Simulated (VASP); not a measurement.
A run of VASP 6.6.1:

The input INCAR:

```
  ALGO = Normal
  EDIFF = 1E-6
  ENCUT = 520
  GGA = PE
  ISIF = 2
  ISMEAR = -1
  LASPH = True
  LCHARG = True
  LELF = True
  LREAL = False
  LVHAR = True
  LWAVE = False
  NBANDS = 12
  NELM = 60
  PREC = Accurate
  SIGMA = 0.1
```

KPOINTS

```
k-points
0
Gamma
  5 5 5
```

The input POSCAR:

```
La
1.0
   -2.3648300000      2.3648300000      2.3648300000
    2.3648300000     -2.3648300000      2.3648300000
    2.3648300000      2.3648300000     -2.3648300000
La
1
Direct
    0.0000000000      0.0000000000      0.0000000000
```

Potentials or basis: VASP PAW PBE potentials, release 64 (La).

Command:

```bash
$ cat potpaw_PBE.64/La/POTCAR > POTCAR
$ mpirun -np 1 vasp_std > vasp.out
```

Hardware: 1 thread of Intel(R) Xeon(R) Platinum 8375C CPU @ 2.90GHz (Ice Lake), on a shared host.

Problem. How long does it take, and how much memory?

Solution. Run time: 11 s on 1 thread of Intel(R) Xeon(R) Platinum 8375C CPU @ 2.90GHz (Ice Lake) (shared host), peak memory 0.16 GiB. Counts: scf iterations 12, k points 10.
